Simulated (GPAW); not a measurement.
Set up this calculation in GPAW 26.7.0, as an ASE script.

* Task: equation of state
* Functional: LDA
* Potentials or basis: the program's PAW data sets (release 1.2.1) made for this functional
* Cutoff: 600 eV
* Basis: pw
* k mesh: 10 × 10 × 10
* Occupations: fermi-dirac, width 0.05 eV
* Spin: no spin polarisation
* Maxiter: 150
* Eos scales: [0.94, 0.96, 0.98, 1.0, 1.02, 1.04, 1.06]

Sb:

```
Sb
1.0
    -1.57654    1.57654    2.71194
     1.57654   -1.57654    2.71194
     1.57654    1.57654   -2.71194
Sb
1
Cartesian
  0.0000 0.0000 0.0000
```

This isn't the form of Sb at room conditions, which is rhombohedral.

The input as run:

run.py

```python
from ase import Atoms
from ase.eos import EquationOfState
from ase.io import Trajectory
from ase.units import GPa
from gpaw import GPAW, PW

atoms = Atoms(['Sb'],
              cell=[[-1.5765401831, 1.5765401831, 2.7119384313],
                    [1.5765401831, -1.5765401831, 2.7119384313],
                    [1.5765401831, 1.5765401831, -2.7119384313]],
              scaled_positions=[[0.0, 0.0, 0.0]],
              pbc=True)

traj = Trajectory('eos.traj', 'w')
volumes, energies = [], []
for x in [0.94, 0.96, 0.98, 1.0, 1.02, 1.04, 1.06]:
    a = atoms.copy()
    a.set_cell(atoms.cell * x**(1 / 3), scale_atoms=True)
    calc = GPAW(mode=PW(600),
                xc='LDA',
                kpts={'size': (10, 10, 10), 'gamma': True},
                occupations={'name': 'fermi-dirac', 'width': 0.05},
                nbands=15,
                convergence={'density': 1e-05, 'energy': 1e-05},
                maxiter=150,
                txt=f'eos-{x:.2f}.txt')
    a.calc = calc
    energies.append(a.get_potential_energy(force_consistent=True))
    volumes.append(a.get_volume())
    p = -a.get_stress()[:3].mean() / GPa
    calc.write(f'eos-{x:.2f}.gpw')
    traj.write(a)
    print(f'{x:.2f} {volumes[-1]:10.4f} A^3 {energies[-1]:14.6f} eV {p:9.3f} GPa', flush=True)

v0, e0, B = EquationOfState(volumes, energies, eos='birchmurnaghan').fit()
print(f'V0 = {v0:.4f} A^3, E0 = {e0:.6f} eV, B0 = {B / GPa:.2f} GPa')
```

Potentials or basis: the program's PAW data sets (release 1.2.1) made for this functional, pw.

Command:

```sh
$ OMP_NUM_THREADS=1 python run.py
```

Results of the run:

- Equilibrium volume: 25.90 Å³/atom
- Bulk modulus at fixed shape and positions: 69 GPa
- Pressure derivative of the bulk modulus: 4.6 (rough: it moves with the points fitted)

Caveat: the cell was scaled at fixed shape and fractional positions, which overstates the stiffness of a crystal with free parameters, most of all of layers and chains.

Run time: 120 s on 1 thread of Arm Neoverse V2 (shared host), peak memory 0.28 GiB.
